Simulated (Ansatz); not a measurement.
Crystal: Bi2TeSe2 (Skippenite).

```
CELL_PARAMETERS angstrom
2.09150 1.20753 9.71233
-2.09150 1.20753 9.71233
0.00000 -2.41506 9.71233
ATOMIC_POSITIONS crystal
Bi 0.60194 0.60194 0.60194
Bi 0.39806 0.39806 0.39806
Te 0.00000 0.00000 0.00000
Se 0.78840 0.78840 0.78840
Se 0.21160 0.21160 0.21160
```

| Property | Result |
| --- | --- |
| Program | Ansatz 0.2.0 |
| Task | single point |
| Functional | PBEsol |
| Potentials or basis | Ansatz PAW |
| Cutoff | 420 eV (not typed: the program's choice for these potentials) |
| k mesh | 7 × 7 × 7 |
| Occupations | fermi-dirac, width 0.05 eV |
| Spin | no spin polarisation |

On this cell: pressure 1.9 GPa; largest force 1.791 eV/Å; band gap on the k mesh 0.43 eV, direct.

The same run follows on a disturbed copy (atoms moved at random, drawn with an rms of 0.05 Å):

```
CELL_PARAMETERS angstrom
2.09150 1.20753 9.71233
-2.09150 1.20753 9.71233
0.00000 -2.41506 9.71233
ATOMIC_POSITIONS crystal
Bi 0.60885 0.58687 0.61033
Bi 0.39785 0.39883 0.39686
Te 0.00654 0.99197 0.00597
Se 0.79239 0.78605 0.78271
Se 0.23706 0.21077 0.19143
```

Task: What changes?

Result: The energy moves by +0.7 meV/atom; pressure 2.6 GPa; largest force 1.820 eV/Å; band gap on the k mesh 0.47 eV, direct.

Forces in eV/Å, atoms in the order of the input:
```
Bi  -0.026  0.213 -1.426
Bi   0.091 -0.093  1.815
Te  -0.038  0.191 -0.378
Se   0.009  0.007 -0.344
Se  -0.035 -0.319  0.332
```

Stress tensor (GPa, compression positive):
```
 2.15 -0.25  0.38
-0.25  2.48  0.54
 0.38  0.54  3.11
```

Caveats: odd divisions of the mesh miss points on the zone boundary, where band edges often lie, so the gap on the mesh can be too wide; spin-orbit coupling is left out, which as a rule narrows the gap of such compounds by several tenths of an eV; the PAW data sets come from PBE, with cores solved anew for the run's functional, which leaves a small shift of forces and pressure; forces of over 1 eV/Å show positions far from the minimum, so gaps and moduli don't describe the material at rest (some runs).

A k mesh can miss the band edges.
